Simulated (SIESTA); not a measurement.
Crystal: AlCu3.

```xyz
4
Lattice="0.0000 2.8880 2.8880 2.8880 0.0000 2.8880 2.8880 2.8880 0.0000" Properties=species:S:1:pos:R:3 pbc="T T T"
Cu    4.3320    4.3320    4.3320
Cu    1.4440    1.4440    1.4440
Cu    2.8880    2.8880    2.8880
Al    0.0000    0.0000    0.0000
```

The cell comes from a database or a generator and needn't be the stable form of this composition.

```yaml
Program: SIESTA 5.4.2
Task: single point
Functional: PBEsol
Potentials_or_basis: PseudoDojo 0.4 standard (PBEsol files)
Basis: DZP (energy shift 0.003 Ry; two zetas on semicore shells)
Grid_cutoff: 800 Ry
Energy_shift: 0.003 Ry
k_mesh: 8 × 8 × 8
Occupations: fermi-dirac, width 0.05 eV
Spin: no spin polarisation
```

On this cell: pressure 0.9 GPa; largest force zero by symmetry; band gap on the k mesh none (metal or under the smearing width).

The same run follows on a disturbed copy (atoms moved at random, drawn with an rms of 0.05 Å):

```
Cu Al
1.0
     0.00000    2.88801    2.88801
     2.88801    0.00000    2.88801
     2.88801    2.88801    0.00000
Cu Al
3 1
Direct
  0.75721 0.75143 0.74816
  0.25563 0.25694 0.25137
  0.48943 0.49828 0.51088
  0.99419 0.98404 0.00658
```

What does the disturbed cell give?

The energy (extrapolated to zero smearing) moves by +13.2 meV/atom; pressure 1.5 GPa; largest force 0.712 eV/Å; band gap on the k mesh none (metal or under the smearing width).

Forces on the atoms (eV/Å):
```
Cu   0.005 -0.139 -0.486
Cu  -0.166 -0.066 -0.553
Cu  -0.136  0.131  0.397
Al   0.298  0.074  0.643
```

Stress tensor (GPa, compression positive):
```
1.66 0.08 0.19
0.08 1.59 0.22
0.19 0.22 1.13
```

Caveats: short orbitals over semicore shells can move pressures by several GPa; the basis of atomic orbitals isn't converged, which shifts pressures, moduli and gaps.
